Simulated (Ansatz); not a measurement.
The system is TePb.

```
CELL_PARAMETERS angstrom
0.00000 3.23100 3.23100
3.23100 0.00000 3.23100
3.23100 3.23100 0.00000
ATOMIC_POSITIONS crystal
Pb 0.00000 0.00000 0.00000
Te 0.50000 0.50000 0.50000
```

| Property | Result |
| --- | --- |
| Program | Ansatz 0.2.0 |
| Task | relaxation of cell and atoms |
| Functional | PBEsol |
| Dispersion | D4 |
| Potentials or basis | all-electron LAPW, scalar-relativistic |
| Basis error allowed | 0.001 eV/atom |
| k mesh | 7 × 7 × 7 |
| Occupations | fermi-dirac, width 0.05 eV |
| Spin | no spin polarisation |

At the start: volume 33.73 Å³/atom.

How do energy, volume and symmetry change on relaxing?

Over 4 steps the energy falls by 5.4 meV/atom and the volume is 32.62 Å³/atom (-3.3 %); space group Fm-3m (No. 225, to 0.05 Å).

Step by step:
| step | energy change (eV) | largest force (eV/Å) | volume (Å³) |
| --- | --- | --- | --- |
| 1 | 0.0000 | 0.0000 | 67.46 |
| 2 | -0.0097 | 0.0000 | 64.49 |
| 3 | -0.0109 | 0.0000 | 65.25 |
| 4 | -0.0109 | 0.0000 | 65.25 |

Final structure:
```yaml
crystal:
  lattice:
    - [0.00000, 3.19528, 3.19528]
    - [3.19528, 0.00000, 3.19528]
    - [3.19528, 3.19528, 0.00000]
  atoms:
    - { symbol: Pb, position: [0.00000, 0.00000, 0.00000] }
    - { symbol: Te, position: [0.50000, 0.50000, 0.50000] }
```
